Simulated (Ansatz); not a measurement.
**Vibrational response of CdO**

The calculation used DFT PBE, scalar-relativistic, plane waves, PAW (Ansatz 0.2.0). Plane waves to 420 eV; Γ-centred k mesh 20×20×20; Fermi-Dirac smearing of 0.15 eV. No spin polarisation. Phonons by linear response, acoustic sum rule imposed.

The cell, relaxed at this level:
```
Cd O
1.0
     0.00000    2.38428    2.38428
     2.38428    0.00000    2.38428
     2.38428    2.38428    0.00000
Cd O
1 1
Direct
  0.00000 0.00000 0.00000
  0.50000 0.50000 0.50000
```

It comes from a database structure that was distorted and then relaxed. In a metal, frequencies depend on the k mesh and the smearing, soft modes most. A semilocal functional can close a gap that the real compound has.

Optical modes at Γ:
```tsv
frequency (meV)	degeneracy
28.2	3
```

All 3 optical modes at Γ are real: no displacement of atoms at fixed cell lowers the energy to second order. Strains and modes at other wave vectors aren't tested by this run.
